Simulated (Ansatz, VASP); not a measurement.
**Two plane-wave programs on Zr**

Contents of INCAR:

```
PREC = Accurate
ENCUT = 520
EDIFF = 1E-6
ISMEAR = 0
SIGMA = 0.1
LREAL = F
LASPH = T
NELM = 80
ALGO = Normal
ISIF = 2
LWAVE = F
LCHARG = T
GGA = PS
LELF = T
LVHAR = T
NBANDS = 19
```

The input KPOINTS:

```
regular mesh
0
Gamma
  6 6 4
```

Contents of POSCAR:

```
Zr
1.0
    3.2320000000      0.0000000000      0.0000000000
   -1.6160000000      2.7989941050      0.0000000000
    0.0000000000      0.0000000000      5.1470000000
Zr
2
Direct
    0.3333333333      0.6666666667      0.2500000000
    0.6666666667      0.3333333333      0.7500000000
```

Input for Ansatz:

```yaml
crystal:
  lattice:
    - [3.232, 0.0, 0.0]
    - [-1.616, 2.798994105, 0.0]
    - [0.0, 0.0, 5.147]
  atoms:
    - { symbol: Zr, position: [0.3333333333, 0.6666666667, 0.25] }
    - { symbol: Zr, position: [0.6666666667, 0.3333333333, 0.75] }
basis:
  ecutwfc: 420
kpoints:
  mp_grid: { grid: [6, 6, 4] }
hamiltonian:
  xc: pbesol
scf:
  occupations: { method: gaussian, width: 0.1 }
output:
  forces: true
  stress: true
  eigenvalues: true
```

Alike in both runs: task single point; functional PBEsol; k mesh 6 × 6 × 4; occupations gaussian, width 0.1 eV; no spin polarisation.

```csv
,VASP,Ansatz
version,VASP 6.6.1,Ansatz 0.2.0
potentials or method,"VASP PAW PBE potentials, release 64 (Zr_sv)","scalar-relativistic, plane waves, PAW"
plane-wave cutoff (eV),520,420
valence electrons in the cell,24,24
```

|  | VASP | Ansatz | Ansatz less VASP |
| --- | --- | --- | --- |
| gap on the k mesh at the Fermi level (eV) | none | none | - |
| pressure (GPa) | -3.5 | -3.5 | -0.05 |
| largest component of the traceless stress (GPa) | 0.50 | 0.50 | -0.003 |

A gap of «none» marks a metal or a gap that the smearing closes.

Caveats: the k mesh is coarse (spacing up to 0.37 Å⁻¹), so the values aren't converged; the PAW data sets were made with another functional, which shifts forces and pressure a little (VASP).
